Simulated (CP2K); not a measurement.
# Al (Im-3m) in CP2K: further runs

Runs on Al. Level: r2SCAN. Tasks: single point, equation of state.

All numbers are computed with CP2K 2026.2; they aren't measurements. Logs are shortened: lines on timing, memory, paths and dates and some standing lists are left out, and cuts for length are marked.

## 1. Starting point

The structure is cubic, space group Im-3m (No. 229). The conventional cell has a = 3.182 Å, b = 3.182 Å, c = 3.182 Å, α = 90.00°, β = 90.00°, γ = 90.00°. Al (site symmetry m-3m) has 8 Al at 2.76 Å as nearest neighbours.

This isn't the form of Al at room conditions, which is fcc.

## 2. Single point, r2SCAN, 16.12 Å³/atom

File al_eos.inp:

```
&GLOBAL
  PROJECT al_eos
  RUN_TYPE ENERGY_FORCE
  PRINT_LEVEL LOW
&END GLOBAL
&FORCE_EVAL
  METHOD QS
  STRESS_TENSOR ANALYTICAL
  &DFT
    BASIS_SET_FILE_NAME BASIS_MOLOPT_UZH
    POTENTIAL_FILE_NAME POTENTIAL_UZH
    &MGRID
      CUTOFF 675
      REL_CUTOFF 60
      NGRIDS 5
    &END MGRID
    &QS
      METHOD GPW
      EPS_DEFAULT 1.0E-9
    &END QS
    &KPOINTS
      SCHEME MONKHORST-PACK 12 12 12
      GAMMA_CENTERED T
      SYMMETRY T
      SYMMETRY_BACKEND SPGLIB
    &END KPOINTS
    &SCF
      SCF_GUESS ATOMIC
      EPS_SCF 1.0E-6
      MAX_SCF 100
      ADDED_MOS 8
      CHOLESKY OFF
      EPS_EIGVAL 1.0E-7
      &DIAGONALIZATION ON
        ALGORITHM STANDARD
      &END DIAGONALIZATION
      &MIXING ON
        METHOD BROYDEN_MIXING
        ALPHA 0.4
        BETA 1.5
        NBUFFER 8
      &END MIXING
      &SMEAR ON
        METHOD FERMI_DIRAC
        ELECTRONIC_TEMPERATURE [K] 116.045
      &END SMEAR
    &END SCF
    &XC
      &XC_FUNCTIONAL
        &MGGA_X_R2SCAN
        &END MGGA_X_R2SCAN
        &MGGA_C_R2SCAN
        &END MGGA_C_R2SCAN
      &END XC_FUNCTIONAL
    &END XC
    &PRINT
      &KPOINTS ON
      &END KPOINTS
      &MULLIKEN ON
      &END MULLIKEN
      &MO ON
        ENERGIES T
        OCCUPATION_NUMBERS T
        &EACH
          QS_SCF 0
        &END EACH
        ADD_LAST NUMERIC
      &END MO
    &END PRINT
  &END DFT
  &SUBSYS
    &CELL
      A 2.7560716170 0.0000000000 0.0000000000
      B -0.9186905390 2.5984492398 0.0000000000
      C -0.9186905390 -1.2992246199 2.2503230521
      PERIODIC XYZ
    &END CELL
    &COORD
      SCALED
      Al  0.0000000000 0.0000000000 0.0000000000
    &END COORD
    &KIND Al
      BASIS_SET TZVP-MOLOPT-SCAN-GTH-q3
      POTENTIAL GTH-SCAN-q3
    &END KIND
    &PRINT
      &ATOMIC_COORDINATES ON
      &END ATOMIC_COORDINATES
      &CELL ON
      &END CELL
      &SYMMETRY ON
      &END SYMMETRY
    &END PRINT
  &END SUBSYS
  &PRINT
    &FORCES ON
    &END FORCES
    &STRESS_TENSOR ON
    &END STRESS_TENSOR
  &END PRINT
&END FORCE_EVAL
```

Potentials or basis: POTENTIAL_UZH Al GTH-SCAN-q3; TZVP-MOLOPT-SCAN-GTH basis.

Run with:

```bash
$ OMP_NUM_THREADS=1 cp2k.psmp -i al_eos.inp -o al_eos.out
```

al_eos.out:

```text

 CP2K| version string:                                       CP2K version 2026.2
 CP2K| Input file name                                                al_eos.inp

 GLOBAL| Force Environment number                                              1
 GLOBAL| Basis set file name                                    BASIS_MOLOPT_UZH
 GLOBAL| Potential file name                                       POTENTIAL_UZH
 GLOBAL| MM Potential file name                                     MM_POTENTIAL
 GLOBAL| Coordinate file name                                      __STD_INPUT__
 GLOBAL| Method name                                                        CP2K
 GLOBAL| Project name                                                     al_eos
 GLOBAL| Run type                                                   ENERGY_FORCE
 GLOBAL| FFT library                                                       FFTW3
[... 6 lines left out ...]
 GLOBAL| Total number of message passing processes                             1
 GLOBAL| Number of threads for this process                                    1
 GLOBAL| CPU model name                                 Intel(R) Xeon(R) 6975P-C

 CELL| Volume [angstrom^3]:                                            16.115716
 CELL| Vector a [angstrom]:       2.756     0.000     0.000   |a| =     2.756072
 CELL| Vector b [angstrom]:      -0.919     2.598     0.000   |b| =     2.756072
 CELL| Vector c [angstrom]:      -0.919    -1.299     2.250   |c| =     2.756072
 CELL| Angle (b,c), alpha [degree]:                                   109.471221
 CELL| Angle (a,c), beta  [degree]:                                   109.471221
 CELL| Angle (a,b), gamma [degree]:                                   109.471221
 CELL| Numerically orthorhombic:                                              NO
 CELL| Periodicity                                                           XYZ

 CELL_REF| Volume [angstrom^3]:                                        16.115716
 CELL_REF| Vector a [angstrom     2.756     0.000     0.000   |a| =     2.756072
 CELL_REF| Vector b [angstrom    -0.919     2.598     0.000   |b| =     2.756072
 CELL_REF| Vector c [angstrom    -0.919    -1.299     2.250   |c| =     2.756072
 CELL_REF| Angle (b,c), alpha [degree]:                               109.471221
 CELL_REF| Angle (a,c), beta  [degree]:                               109.471221
 CELL_REF| Angle (a,b), gamma [degree]:                               109.471221
 CELL_REF| Numerically orthorhombic:                                          NO
 CELL_REF| Periodicity                                                       XYZ
[... 9 lines left out ...]
 TOTAL NUMBERS AND MAXIMUM NUMBERS

  Total number of            - Atomic kinds:                                   1
                             - Atoms:                                          1
                             - Shell sets:                                     1
                             - Shells:                                         7
                             - Primitive Cartesian functions:                  4
                             - Cartesian basis functions:                     18
                             - Spherical basis functions:                     17

  Maximum angular momentum of- Orbital basis functions:                        2
                             - Local part of the GTH pseudopotential:          0
                             - Non-local part of the GTH pseudopotential:      2

 MODULE QUICKSTEP: ATOMIC COORDINATES IN ANGSTROM

   Atom Kind Element         X             Y             Z       Z(eff)     Mass
      1    1 Al   13      0.000000      0.000000      0.000000   3.0000  26.9815

 Crystal Symmetry Information
       International Symbol:                                               Im-3m
       Point Group Symbol:                                                  m-3m
       Schoenflies Symbol:                                                  Oh^9
       Number of Symmetry Operations:                                         48

 SCF PARAMETERS         Density guess:                                    ATOMIC
                        --------------------------------------------------------
                        max_scf:                                             100
[... 7 lines left out ...]
                        --------------------------------------------------------
                        level_shift [a.u.]:                             0.000000
                        added MOs                                         8    0
                        --------------------------------------------------------
                        Mixing method:                            BROYDEN_MIXING
                                                charge density mixing in g-space
                        --------------------------------------------------------
[... 46 lines left out ...]
     2 Broy./Diag. 0.40E+00    2.9     0.00648828        -2.1716496493  6.07E-02
     3 Broy./Diag. 0.40E+00    3.4     0.01677433        -2.0803699441  9.13E-02
     4 Broy./Diag. 0.40E+00    3.3     0.00482773        -2.0744512354  5.92E-03
     5 Broy./Diag. 0.40E+00    3.3     0.00275282        -2.0726372710  1.81E-03
     6 Broy./Diag. 0.40E+00    3.2     0.00018151        -2.0723083396  3.29E-04
     7 Broy./Diag. 0.40E+00    3.4     0.00011466        -2.0723393727 -3.10E-05
     8 Broy./Diag. 0.40E+00    2.9     0.00000694        -2.0723599908 -2.06E-05
     9 Broy./Diag. 0.40E+00    3.4     0.00000253        -2.0723532791  6.71E-06
    10 Broy./Diag. 0.40E+00    2.9     0.00000047        -2.0723516771  1.60E-06

  *** SCF run converged in    10 steps ***

  Electronic density on regular grids:         -3.0000000000        0.0000000000
  Core density on regular grids:                2.9999999925       -0.0000000075
  Total charge density on r-space grids:       -0.0000000075
  Total charge density g-space grids:          -0.0000000075

  Overlap energy of the core charge distribution:               0.00000000000000
  Self energy of the core charge distribution:                 -5.64092285258925
  Core Hamiltonian energy:                                      1.18503630679931
  Hartree energy:                                               3.18979117330880
  Exchange-correlation energy:                                 -0.80624542544693
  Electronic entropic energy:                                  -0.00001087932520
  Fermi energy:                                                 0.26635029172308

  Total energy:                                                -2.07235167714162
  Total energy (extrapolated to T->0):                         -2.07234623747902

 MO| EIGENVALUES AND OCCUPATION NUMBERS FOR K POINT 1
 MO|
 MO|  Index      Eigenvalue [a.u.]        Eigenvalue [eV]             Occupation
 MO|      1               0.222688               6.059652               2.000000
 MO|      2               0.222690               6.059695               2.000000
 MO|      3               0.266465               7.250868               0.845828
 MO|      4               0.638649              17.378531               0.000000
 MO|      5               0.647474              17.618663               0.000000
 MO|      6               0.647474              17.618675               0.000000
 MO|      7               1.016722              27.666422               0.000000
 MO|      8               1.315451              35.795233               0.000000
 MO|      9               1.315462              35.795548               0.000000
 MO|     10               1.700855              46.282606               0.000000
 MO| Sum:                                                               4.845828
 MO| E(Fermi):            0.266350 a.u.          7.247760 eV
 MO| Band gap:            0.043775 a.u.          1.191173 eV
[... 202 lines left out ...]
 MO| EIGENVALUES AND OCCUPATION NUMBERS FOR K POINT 14
 MO|
 MO|  Index      Eigenvalue [a.u.]        Eigenvalue [eV]             Occupation
 MO|      1               0.076336               2.077215               2.000000
 MO|      2               0.257730               7.013195               2.000000
 MO|      3               0.335449               9.128028               0.000000
 MO|      4               0.375503              10.217963               0.000000
 MO|      5               1.057435              28.774279               0.000000
 MO|      6               1.059112              28.819903               0.000000
 MO|      7               1.164328              31.682969               0.000000
 MO|      8               1.181497              32.150175               0.000000
 MO|      9               1.280974              34.857084               0.000000
 MO|     10               1.596634              43.446609               0.000000
 MO| Sum:                                                               4.000000
 MO| E(Fermi):            0.266350 a.u.          7.247760 eV

 [... the levels of further k-points ...]

 !-----------------------------------------------------------------------------!
                     Mulliken Population Analysis

 #  Atom  Element  Kind  Atomic population                           Net charge
       1     Al       1          3.000000                             -0.000000
 # Total charge                              3.000000                 -0.000000

 !-----------------------------------------------------------------------------!

 ENERGY| Total FORCE_EVAL ( QS ) energy [hartree]             -2.072351834193662

 FORCES| Atomic forces [hartree/bohr]
 FORCES|   Atom     x               y               z               |f|
 FORCES|      1  1.58171836E-15 -1.34810639E-15  2.05578673E-16   2.08841720E-15
 FORCES| Sum     1.58171836E-15 -1.34810639E-15  2.05578673E-16
 FORCES| Total atomic force                                       2.08841720E-15

 STRESS| Analytical stress tensor [bar]
 STRESS|                        x                   y                   z
 STRESS|      x        2.63919499029E+03  -8.65223440480E-01  -1.23202187656E-01
 STRESS|      y       -8.65223440480E-01   2.64299857519E+03   9.83999435835E-02
 STRESS|      z       -1.23202187656E-01   9.83999435835E-02   2.64378723084E+03
 STRESS| 1/3 Trace                                             2.64199359877E+03
 STRESS| Determinant                                           1.84414412633E+10

 STRESS| Eigenvectors and eigenvalues of the analytical stress tensor [bar]
 STRESS|                        1                   2                   3
 STRESS| Eigenvalues   2.63900534819E+03   2.64316231158E+03   2.64381313655E+03
 STRESS|      x           0.977215955502     -0.203468730406     -0.060410694916
 STRESS|      y           0.211222751229      0.960209124843      0.182711209102
 STRESS|      z           0.020830882749     -0.191308421967      0.981308902440
```

Wall time 42 s (1 thread of Intel Xeon 6975P-C (Granite Rapids), shared host); peak memory 0.28 GiB.

What came out:

```
Free energy            : -56.3916 eV
Pressure               : 0.3 GPa
Band gap on the k mesh : none (metal or under the smearing width)
```

Caveat: the basis of atomic orbitals isn't converged, which shifts pressures, moduli and gaps.

## 3. Single point, r2SCAN, 15.79 Å³/atom (volume scaled by 0.98)

al_eos.inp: that of step 2 with these lines changed.

```diff
@@ -11,2 +11,3 @@
     POTENTIAL_FILE_NAME POTENTIAL_UZH
+    WFN_RESTART_FILE_NAME previous-RESTART.kp
     &MGRID
@@ -27,3 +28,3 @@
     &SCF
-      SCF_GUESS ATOMIC
+      SCF_GUESS RESTART
       EPS_SCF 1.0E-6
@@ -72,5 +73,5 @@
     &CELL
-      A 2.7560716170 0.0000000000 0.0000000000
-      B -0.9186905390 2.5984492398 0.0000000000
-      C -0.9186905390 -1.2992246199 2.2503230521
+      A 2.7375739347 0.0000000000 0.0000000000
+      B -0.9125246449 2.5810094577 0.0000000000
+      C -0.9125246449 -1.2905047288 2.2352197578
       PERIODIC XYZ
```

Potentials or basis: POTENTIAL_UZH Al GTH-SCAN-q3; TZVP-MOLOPT-SCAN-GTH basis.

Run with:

```bash
$ OMP_NUM_THREADS=1 cp2k.psmp -i al_eos.inp -o al_eos.out
```

Wall time 36 s (1 thread of Intel Xeon 6975P-C (Granite Rapids), shared host); peak memory 0.27 GiB.

The run converged. Its results:

```yaml
Free_energy: -56.3894 eV
Pressure: 1.9 GPa
Band_gap_on_the_k_mesh: none (metal or under the smearing width)
```

Caveat: the basis of atomic orbitals isn't converged, which shifts pressures, moduli and gaps.

## 4. Single point, r2SCAN, 16.44 Å³/atom (volume scaled by 1.02)

al_eos.inp: that of step 3 with these lines changed.

```diff
@@ -73,5 +73,5 @@
     &CELL
-      A 2.7375739347 0.0000000000 0.0000000000
-      B -0.9125246449 2.5810094577 0.0000000000
-      C -0.9125246449 -1.2905047288 2.2352197578
+      A 2.7743242788 0.0000000000 0.0000000000
+      B -0.9247747596 2.6156580144 0.0000000000
+      C -0.9247747596 -1.3078290072 2.2652262881
       PERIODIC XYZ
```

Run with:

```bash
$ OMP_NUM_THREADS=1 cp2k.psmp -i al_eos.inp -o al_eos.out
```

It took 32 s on 1 thread of Intel Xeon 6975P-C (Granite Rapids), shared host; peak memory 0.28 GiB.

The run converged. Its results:

* Free energy: -56.3905 eV
* Pressure: -1.3 GPa
* Band gap on the k mesh: none (metal or under the smearing width)

Caveat: the basis of atomic orbitals isn't converged, which shifts pressures, moduli and gaps.

## 5. Single point, r2SCAN, 15.47 Å³/atom (volume scaled by 0.96)

al_eos.inp: that of step 4 with these lines changed.

```diff
@@ -73,5 +73,5 @@
     &CELL
-      A 2.7743242788 0.0000000000 0.0000000000
-      B -0.9247747596 2.6156580144 0.0000000000
-      C -0.9247747596 -1.3078290072 2.2652262881
+      A 2.7188228398 0.0000000000 0.0000000000
+      B -0.9062742799 2.5633307559 0.0000000000
+      C -0.9062742799 -1.2816653779 2.2199095529
       PERIODIC XYZ
```

Run with:

```bash
$ OMP_NUM_THREADS=1 cp2k.psmp -i al_eos.inp -o al_eos.out
```

It took 37 s on 1 thread of Intel Xeon 6975P-C (Granite Rapids), shared host; peak memory 0.28 GiB.

Results (log left out):

```
Free energy            : -56.3840 eV
Pressure               : 3.6 GPa
Band gap on the k mesh : none (metal or under the smearing width)
```

Caveat: the basis of atomic orbitals isn't converged, which shifts pressures, moduli and gaps.

## 6. Single point, r2SCAN, 16.76 Å³/atom (volume scaled by 1.04)

al_eos.inp: that of step 5 with these lines changed.

```diff
@@ -73,5 +73,5 @@
     &CELL
-      A 2.7188228398 0.0000000000 0.0000000000
-      B -0.9062742799 2.5633307559 0.0000000000
-      C -0.9062742799 -1.2816653779 2.2199095529
+      A 2.7923398764 0.0000000000 0.0000000000
+      B -0.9307799588 2.6326432827 0.0000000000
+      C -0.9307799588 -1.3163216413 2.2799359619
       PERIODIC XYZ
```

Potentials or basis: POTENTIAL_UZH Al GTH-SCAN-q3; TZVP-MOLOPT-SCAN-GTH basis.

Run with:

```bash
$ OMP_NUM_THREADS=1 cp2k.psmp -i al_eos.inp -o al_eos.out
```

Run time: 32 s. Hardware: 1 thread of Intel Xeon 6975P-C (Granite Rapids), shared host; peak memory 0.27 GiB.

It converged, with:

```
Free energy            : -56.3865 eV
Pressure               : -2.7 GPa
Band gap on the k mesh : none (metal or under the smearing width)
```

Caveat: the basis of atomic orbitals isn't converged, which shifts pressures, moduli and gaps.

## 7. Single point, r2SCAN, 15.15 Å³/atom (volume scaled by 0.94)

al_eos.inp: that of step 6 with these lines changed.

```diff
@@ -73,5 +73,5 @@
     &CELL
-      A 2.7923398764 0.0000000000 0.0000000000
-      B -0.9307799588 2.6326432827 0.0000000000
-      C -0.9307799588 -1.3163216413 2.2799359619
+      A 2.6998094706 0.0000000000 0.0000000000
+      B -0.8999364902 2.5454047795 0.0000000000
+      C -0.8999364902 -1.2727023898 2.2043852020
       PERIODIC XYZ
```

Run with:

```bash
$ OMP_NUM_THREADS=1 cp2k.psmp -i al_eos.inp -o al_eos.out
```

It took 37 s on 1 thread of Intel Xeon 6975P-C (Granite Rapids), shared host; peak memory 0.28 GiB.

It converged, with:

```
Free energy            : -56.3747 eV
Pressure               : 5.7 GPa
Band gap on the k mesh : none (metal or under the smearing width)
```

Caveat: the basis of atomic orbitals isn't converged, which shifts pressures, moduli and gaps.

## 8. Single point, r2SCAN, 17.08 Å³/atom (volume scaled by 1.06)

al_eos.inp: that of step 7 with these lines changed.

```diff
@@ -73,5 +73,5 @@
     &CELL
-      A 2.6998094706 0.0000000000 0.0000000000
-      B -0.8999364902 2.5454047795 0.0000000000
-      C -0.8999364902 -1.2727023898 2.2043852020
+      A 2.8101259602 0.0000000000 0.0000000000
+      B -0.9367086534 2.6494121633 0.0000000000
+      C -0.9367086534 -1.3247060817 2.2944582385
       PERIODIC XYZ
```

Run with:

```bash
$ OMP_NUM_THREADS=1 cp2k.psmp -i al_eos.inp -o al_eos.out
```

Run time: 34 s. Hardware: 1 thread of Intel Xeon 6975P-C (Granite Rapids), shared host; peak memory 0.27 GiB.

It converged, with:

```yaml
Free_energy: -56.3797 eV
Pressure: -4.0 GPa
Band_gap_on_the_k_mesh: none (metal or under the smearing width)
```

Caveat: the basis of atomic orbitals isn't converged, which shifts pressures, moduli and gaps.

## 9. Equation of state, r2SCAN

Potentials or basis: POTENTIAL_UZH Al GTH-SCAN-q3; TZVP-MOLOPT-SCAN-GTH basis.

This step only gathers the single runs of the series.

Results:

```
Equilibrium volume                      : 16.16 Å³/atom
Bulk modulus                            : 78 GPa
Pressure derivative of the bulk modulus : 2.9 (rough: it moves with the points fitted)
```

Energy against volume, from the lowest point:
```csv
volume (Å³/atom),energy (meV/atom)
15.149,16.89
15.471,7.55
15.793,2.12
16.116,0.00
16.438,1.03
16.760,5.05
17.083,11.84
```

Caveat: the basis of atomic orbitals isn't converged, which shifts pressures, moduli and gaps.
